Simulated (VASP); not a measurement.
Crystal: Cr.

```xyz
4
Lattice="2.8813 0.0000 0.0000 -1.4406 2.4953 0.0000 0.0000 0.0000 7.8474" Properties=species:S:1:pos:R:3 pbc="T T T"
Cr    0.0000    0.0000    1.9618
Cr    0.0000    0.0000    5.8855
Cr    0.0000    1.6635    5.8855
Cr    1.4406    0.8318    1.9618
```

The cell was built by a generator and needn't be a form met in nature.

* Program: VASP 6.6.1
* Task: relaxation of cell and atoms
* Functional: PBEsol
* Potentials or basis: VASP PAW PBE potentials, release 64 (Cr_pv)
* Cutoff: 600 eV
* k mesh: 6 × 6 × 2
* Occupations: gaussian, width 0.1 eV
* Spin: no spin polarisation

At the start: pressure 132.2 GPa; volume 14.10 Å³/atom.

Problem. Where does the relaxation end?

Solution. Over 22 steps the energy falls by 4691.2 meV/atom and the volume is 13.30 Å³/atom (-5.7 %); space group P6_3/mmc (No. 194, to 0.05 Å).

Step by step:
```tsv
step	energy change (eV)	largest force (eV/Å)	pressure (GPa)	volume (Å³)
1	0.0000	0.0000	132.23	56.42
2	11.6200	0.0000	-62.27	183.44
3	-9.9412	0.0000	-21.35	109.59
4	-11.3454	0.0000	-19.28	99.37
5	-11.6011	0.0000	14.66	73.45
6	-12.4235	0.0000	-12.67	87.70
7	-12.5302	0.0000	-6.78	82.72
8	-12.5341	0.0000	-7.76	83.41
9	-14.0011	0.0000	-10.73	74.41
10	-16.2387	0.0000	-10.92	63.79
11	-16.3035	0.0000	73.88	42.10
12	-17.6517	0.0000	-4.82	56.73
13	-18.0724	0.0000	35.85	46.15
14	-18.3395	0.0000	8.22	51.69
15	-18.4056	0.0000	20.58	48.76
16	-18.4235	0.0000	16.19	49.66
17	-18.4775	0.0000	8.46	51.08
18	-18.6771	0.0000	10.68	50.49
19	-18.7532	0.0000	-3.05	54.08
20	-18.7643	0.0000	0.28	53.09
21	-18.7643	0.0000	0.09	53.14
22	-18.7649	0.0000	-0.12	53.19
```

Final structure:
```cif
data_structure
_symmetry_space_group_name_H-M 'P 1'
_symmetry_Int_Tables_number 1
_cell_length_a 3.7471
_cell_length_b 3.7471
_cell_length_c 4.3741
_cell_angle_alpha 90.000
_cell_angle_beta 90.000
_cell_angle_gamma 120.000
_cell_volume 53.19
loop_
_atom_site_label
_atom_site_type_symbol
_atom_site_fract_x
_atom_site_fract_y
_atom_site_fract_z
_atom_site_occupancy
Cr1 Cr 0.00000 0.00000 0.25000 1
Cr2 Cr 0.00000 0.00000 0.75000 1
Cr3 Cr 0.33333 0.66667 0.75000 1
Cr4 Cr 0.66667 0.33333 0.25000 1
```

Caveat: the k mesh is coarse (spacing up to 0.42 Å⁻¹), so the values aren't converged; the PAW data sets were made with another functional, which shifts forces and pressure a little; the run has no spin polarisation, though such a crystal can be magnetic.
